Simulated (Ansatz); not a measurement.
Cr:

```
CELL_PARAMETERS angstrom
1.14705 -2.46703 0.00000
1.14705 2.46703 0.00000
0.00000 0.00000 4.06431
ATOMIC_POSITIONS crystal
Cr 0.87053 0.12947 0.75000
Cr 0.12947 0.87053 0.25000
```

This isn't the form of Cr at room conditions, which is bcc.

Base run:

- Program: Ansatz 0.2.0
- Functional: PBEsol
- Potentials or basis: Ansatz PAW
- Cutoff: 420 eV (not typed: the program's choice for these potentials)
- k mesh: 11 × 11 × 6
- Occupations: fermi-dirac, width 0.05 eV
- Spin: collinear spin, ferromagnetic start
- Starting moments: [4.5, 4.5] μB
- Fixed moment: 9 μB

Its results: pressure 119.2 GPa; site moments Cr +3.56 μB; largest force 0.699 eV/Å.

Task: The run is repeated on the same cell with these changes: fixed moment from 9 μB to 3 μB; moments at the start from [4.5, 4.5] to [1.5, 1.5]. What comes out?

Result: Pressure 12.3 GPa; site moments Cr +1.26 μB; largest force 0.419 eV/Å.

Caveats: the total moment is fixed, so each spin has its own Fermi level; the PAW data sets come from PBE, with cores solved anew for the run's functional, which leaves a small shift of forces and pressure; the thresholds are loose for stress; a pressure of tens of GPa on the cell as given is suspect, and the run, the potentials or the cell itself is likely at fault (some runs).
